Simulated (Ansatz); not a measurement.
## Ge in Ansatz: the effect of functional

Crystal: Ge.

```
Ge
1.0
    -2.51243    2.66842    1.44646
     2.51243   -2.66842    1.44646
     2.51243    2.66842   -1.44646
Ge
2
Cartesian
  0.0000 1.3342 0.1853
  2.5124 1.3342 1.2612
```

This isn't the form of Ge at room conditions, which is diamond.

The cell isn't the ideal one: volume scaled by 1.02.

Alike in all runs:

* Program: Ansatz 0.2.0
* Task: single point
* Potentials or basis: Ansatz PAW
* k mesh: 11 × 11 × 11
* Occupations: fermi-dirac, width 0.05 eV
* Spin: no spin polarisation

One run gave: pressure -2.7 GPa; largest force 0.10 eV/Å. Which functional did it use?
A. LDA
B. r2SCAN
C. PBEsol

B.

```tsv
functional	cutoff	pressure (GPa)	largest force (eV/Å)
LDA	420 eV (not typed: the program's choice for these potentials)	-5.4	0.07
PBEsol	420 eV (not typed: the program's choice for these potentials)	-3.8	0.06
r2SCAN	500 eV (not typed: the program's choice for these potentials)	-2.7	0.10
```

Caveats: the PAW data sets come from PBE, with cores solved anew for the run's functional, which leaves a small shift of forces and pressure.
